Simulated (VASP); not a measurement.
# GaSb (F-43m) in VASP: further runs

The runs below take GaSb through single point, with r2SCAN.

Program: VASP 6.6.1. These are calculated values, not measurements. Logs are shortened: lines on timing, memory, paths and dates and some standing lists are left out, and cuts for length are marked.

**Measured values to compare with.**

From a printed reference work, data compilation, for a bulk crystal of GaSb at 4.2 K: band gap 0.811 eV (direct).

The runs below are set against these values where they give the same quantity.

### 1 The cell of the first run

It takes space group F-43m (No. 216, cubic). Conventional cell: a = 6.132 Å, b = 6.132 Å, c = 6.132 Å, α = 90.00°, β = 90.00°, γ = 90.00°. Within 3.5 Å of Ga (site symmetry -43m) lie 4 Sb at 2.66 Å. Sb (site symmetry -43m) has 4 Ga at 2.66 Å within 3.5 Å.

### 2 Single point, r2SCAN

POSCAR reads:

```
GaSb
1.0
    0.0000000000      3.0658848210      3.0658848210
    3.0658848210      0.0000000000      3.0658848210
    3.0658848210      3.0658848210      0.0000000000
Ga Sb
1 1
Direct
    0.0000000000      0.0000000000      0.0000000000
    0.2500000000      0.2500000000      0.2500000000
```

INCAR.step1 reads:

```
SYSTEM = GaSb
PREC = Accurate ; ENCUT = 550
ISMEAR = -1 ; SIGMA = 0.02
LREAL = .False. ; LASPH = .True.
NELM = 120 ; NBANDS = 21
GGA = PE ; ALGO = Normal
EDIFF = 1E-5 ; LWAVE = .True.
LCHARG = .False. ; GGA_COMPAT = .False.
```

INCAR.step2 reads:

```
SYSTEM = GaSb
PREC = Accurate ; ENCUT = 550
EDIFF = 1E-6 ; ISMEAR = -1
SIGMA = 0.02 ; LREAL = .False.
LASPH = .True. ; NELM = 120
ALGO = Normal ; ISIF = 2
LWAVE = .False. ; LCHARG = .False.
METAGGA = R2SCAN ; LMIXTAU = .True.
NBANDS = 21 ; ISTART = 1
GGA_COMPAT = .False.
```

KPOINTS reads:

```
Automatic mesh
0
Gamma
  6 6 6
  0 0 0
```

Potentials or basis: VASP PAW PBE potentials, release 64 (Ga_d, Sb_d_GW).

On the command line:

```
> cat potpaw_PBE.64/Ga_d/POTCAR potpaw_PBE.64/Sb_d_GW/POTCAR > POTCAR
> cp INCAR.step1 INCAR
> mpirun -np 1 vasp_std > vasp.out
> cp INCAR.step2 INCAR
> mpirun -np 1 vasp_std > vasp.out
```

OUTCAR:

```text
SYSTEM = GaSb
   PREC = Accurate
   ENCUT = 550
   EDIFF = 1E-6
   ISMEAR = -1
   LREAL = .False.
   LASPH = .True.
   NELM = 120
   ISIF = 2
   METAGGA = R2SCAN
   ISTART = 1

 ion  position               nearest neighbor table
   1  0.000  0.000  0.000-   2 2.66   2 2.66   2 2.66   2 2.66
   2  0.250  0.250  0.250-   1 2.66   1 2.66   1 2.66   1 2.66

  LATTYP: Found a face centered cubic cell.
 ALAT       =     6.1317696420

  Lattice vectors:

 A1 = (   0.0000000000,   3.0658848210,   3.0658848210)
 A2 = (   3.0658848210,   0.0000000000,   3.0658848210)
 A3 = (   3.0658848210,   3.0658848210,   0.0000000000)

Analysis of symmetry for initial positions (statically):
=====================================================================
 Subroutine PRICEL returns:
 Original cell was already a primitive cell.

 Routine SETGRP: Setting up the symmetry group for a
 face centered cubic supercell.

 Subroutine GETGRP returns: Found 24 space group operations
 (whereof 24 operations were pure point group operations)
 out of a pool of 48 trial point group operations.

The static configuration has the point symmetry T_d .

Analysis of symmetry for dynamics (positions and initial velocities):
=====================================================================
 Subroutine PRICEL returns:
 Original cell was already a primitive cell.

 Routine SETGRP: Setting up the symmetry group for a
 face centered cubic supercell.

 Subroutine GETGRP returns: Found 24 space group operations
 (whereof 24 operations were pure point group operations)
 out of a pool of 48 trial point group operations.

The dynamic configuration has the point symmetry T_d .

 Subroutine INISYM returns: Found 24 space group operations
 (whereof 24 operations are pure point group operations),
 and found     1 'primitive' translations

----------------------------------------------------------------------------------------

                                     Primitive cell

  volume of cell :      57.6365

  direct lattice vectors                    reciprocal lattice vectors
     0.000000000  3.065884821  3.065884821    -0.163085057  0.163085057  0.163085057
     3.065884821  0.000000000  3.065884821     0.163085057 -0.163085057  0.163085057
     3.065884821  3.065884821  0.000000000     0.163085057  0.163085057 -0.163085057
[... 68 lines left out ...]
   ICHARG =      0    charge: 1-file 2-atom 10-const
   ISPIN  =      1    spin polarized calculation?
   LNONCOLLINEAR =      F non collinear calculations
   LSORBIT =      F    spin-orbit coupling
   LASPH  =      T    aspherical Exc in radial PAW
   ENCUT  =  550.0 eV  40.42 Ry    6.36 a.u.   8.29  8.29  8.29*2*pi/ulx,y,z
   NELM   =    120;   NELMIN=  2; NELMDL=  0     # of ELM steps
   EDIFF  = 0.1E-05   stopping-criterion for ELM
   LREAL  =      F    real-space projection
   EDIFFG = 0.1E-04   stopping-criterion for IOM
   NSW    =      0    number of steps for IOM
   IBRION =     -1    ionic relax: 0-MD 1-quasi-New 2-CG
   NFREE  =      0    steps in history (QN), initial steepest desc. (CG)
   ISIF   =      2    stress and relaxation
   ISYM   =      2    0-nonsym 1-usesym 2-fastsym
   POTIM  = 0.5000    time-step for ionic-motion
   TEBEG  =    0.0;   TEEND  =   0.0 temperature during run
   PSTRESS=    0.0 pullay stress
   NELECT =      28.0000    total number of electrons
   NUPDOWN=      -1.0000    fix difference up-down
   EMIN   =  10.00;   EMAX   =-10.00  energy-range for DOS
   EFERMI =   0.00;   METHOD = LEGACY
   ISMEAR =    -1;   SIGMA  =   0.02  broadening in eV -4-tet -1-fermi 0-gaus
   EFERMI_NEDOS =   21; number of points for ismear=-14 and -15
   IALGO  =     38    algorithm
   IMIX   =      4    mixing-type and parameters
     AMIX     =   0.40;   BMIX     =  1.00
     AMIX_MAG =   1.60;   BMIX_MAG =  1.00
  volume/ion in A,a.u.               =      28.82       194.48
  Fermi-wavevector in a.u.,A,eV,Ry     =   1.286950  2.431983 22.534517  1.656240
  Thomas-Fermi vector in A             =   2.418994
   LORBIT       =      0    0 simple, 1 ext, 2 COOP (PROOUT), +10 PAW based schemes
   METAGGA = R2SCAN    functional components
   LHFCALC =     F    Hartree Fock is set to
   AEXX    =    0.0000 exact exchange contribution
   IVDW    =     0    specifies the selected vdW correction
   LEPSILON=     F    determine dielectric tensor
   LRPA    =     F    only Hartree local field effects (RPA)
 non-spin polarized calculation
  energy-cutoff  :      550.00
  volume of cell :       57.64
 maximum number of plane-waves:      1711
 NGX is ok and might be reduce to    36
   NGX = 17   NGY = 17   NGZ = 17

 number of electron      28.0000005 magnetization

 Free energy of the ion-electron system (eV)
  ---------------------------------------------------
  ext. energy  EPLUGINS =         0.00000000
  ---------------------------------------------------
  free energy    TOTEN  =       -37.61165847 eV

  energy without entropy =      -37.61165811  energy(sigma->0) =      -37.61165829

 E-fermi :   3.8190     XC(G=0): -10.0352

 val. band max:        3.6100004860   @ k =   0.0000   0.0000   0.0000
 cond. band min:       4.0059403557   @ k =   0.0000   0.0000   0.0000
 fundamental gap:      0.3959398697
 Fermi energy:         3.8189578605

 k-point     1 :       0.0000    0.0000    0.0000
  band No.  band energies     occupation
      1     -25.8560      2.00000
      2     -25.8560      2.00000
      3     -25.8560      2.00000
      4     -25.8306      2.00000
      5     -25.8306      2.00000
      6     -11.8763      2.00000
[... 373 lines left out ...]
     20      14.3739      0.00000
     21      15.6746      0.00000

------------------------ aborting loop because EDIFF is reached ----------------------------------------

  FORCE on cell =-STRESS in cart. coord.  units (eV):
  Direction    XX          YY          ZZ          XY          YZ          ZX
  --------------------------------------------------------------------------------------
  -------------------------------------------------------------------------------------
  Total       -0.0027947     -0.0027947     -0.0027947      0.0000000      0.0000000     -0.0000000
  in kB       -0.0776882     -0.0776882     -0.0776882      0.0000000      0.0000000     -0.0000000
  external PRESSURE =      -0.0776882 kB  Pullay stress =       0.0000000 kB

 VOLUME and BASIS-vectors are now :
 -----------------------------------------------------------------------------
  energy-cutoff  :      550.00
  volume of cell :       57.64
      direct lattice vectors                 reciprocal lattice vectors
     0.000000000  3.065884821  3.065884821    -0.163085057  0.163085057  0.163085057
     3.065884821  0.000000000  3.065884821     0.163085057 -0.163085057  0.163085057
     3.065884821  3.065884821  0.000000000     0.163085057  0.163085057 -0.163085057

 POSITION                                       TOTAL-FORCE (eV/Angst)
 -----------------------------------------------------------------------------------
      0.00000      0.00000      0.00000         0.000000      0.000000      0.000000
      1.53294      1.53294      1.53294        -0.000000     -0.000000     -0.000000
 -----------------------------------------------------------------------------------
    total drift:                                0.000000      0.000000     -0.000000

  FREE ENERGIE OF THE ION-ELECTRON SYSTEM (eV)
  ---------------------------------------------------
  free  energy   TOTEN  =       -37.6116584654 eV

  energy  without entropy=      -37.6116581141  energy(sigma->0) =      -37.61165829
```

OUTCAR.step1:

```text
SYSTEM = GaSb
   PREC = Accurate
   ENCUT = 550
   ISMEAR = -1
   LREAL = .False.
   LASPH = .True.
[... 594 lines left out ...]
      0.00000      0.00000      0.00000         0.000000     -0.000000     -0.000000
      1.53294      1.53294      1.53294        -0.000000      0.000000      0.000000
 -----------------------------------------------------------------------------------
    total drift:                                0.000000      0.000000     -0.000000

  FREE ENERGIE OF THE ION-ELECTRON SYSTEM (eV)
  ---------------------------------------------------
  free  energy   TOTEN  =        -7.3458748499 eV

  energy  without entropy=       -7.3454663808  energy(sigma->0) =       -7.34567062
```

Wall time 52 s (1 thread of Intel Xeon 6975P-C (Granite Rapids), shared host); peak memory 0.23 GiB.

Results:

```yaml
Free_energy: -37.6117 eV
Pressure: 0.0 GPa
Band_gap_on_the_k_mesh: 0.40 eV, direct
```

Levels at points of the mesh, in eV from the valence-band top:
```tsv
k point	band 12	band 13	band 14	band 15	band 16	band 17
(0.00, 0.00, 0.00)	0.00	0.00	0.00	0.40	2.99	2.99
(0.50, 0.00, 0.00)	-6.54	-1.20	-1.20	0.67	4.03	4.03
(0.50, 0.50, 0.00)	-7.00	-2.67	-2.67	1.13	1.50	9.25
```

Caveat: the PAW data sets were made with another functional, which shifts forces and pressure a little; spin-orbit coupling is left out, which moves the levels of the heavy elements.

(Part 1 of 2 ends here.)
